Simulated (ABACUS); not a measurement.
Si2Ni:

```
CELL_PARAMETERS angstrom
0.00000 2.70300 2.70300
2.70300 0.00000 2.70300
2.70300 2.70300 0.00000
ATOMIC_POSITIONS crystal
Ni 0.00000 0.00000 0.00000
Si 0.75000 0.75000 0.75000
Si 0.25000 0.25000 0.25000
```

Base run:

```yaml
Program: ABACUS 3.10.1
Functional: PBE
Potentials_or_basis: PseudoDojo NC SR 0.4.1 PBE standard
Cutoff: 1361 eV
Density_cutoff: 5442 eV
Basis: DZP LCAO (the cutoffs set its grid)
k_mesh: 9 × 9 × 9
Occupations: fermi-dirac, width 0.05 eV
Spin: collinear spin, ferromagnetic start
Starting_moments: "[1.0, 0.0, 0.0] μB"
```

Its results: band gap on the k mesh none (metal or under the smearing width); pressure 5.6 GPa; net moment 0.00 μB per cell.

Problem. The run is repeated on the same cell with these changes: basis from DZP LCAO (the cutoffs set its grid) to TZDP LCAO (the cutoffs set its grid); orbital files from Ni Ni_confined-atom_7au_3s2p2d1f.orb, Si Si_confined-atom_7au_2s2p1d.orb to Ni Ni_confined-atom_7au_4s3p3d1f.orb, Si Si_confined-atom_7au_3s3p2d1f.orb. What comes out?

Solution. Band gap on the k mesh none (metal or under the smearing width); pressure 4.3 GPa; net moment 0.00 μB per cell.

Caveats: the atomic orbitals were generated for these runs and aren't a published set; the basis of atomic orbitals isn't converged, which shifts pressures, moduli and gaps.
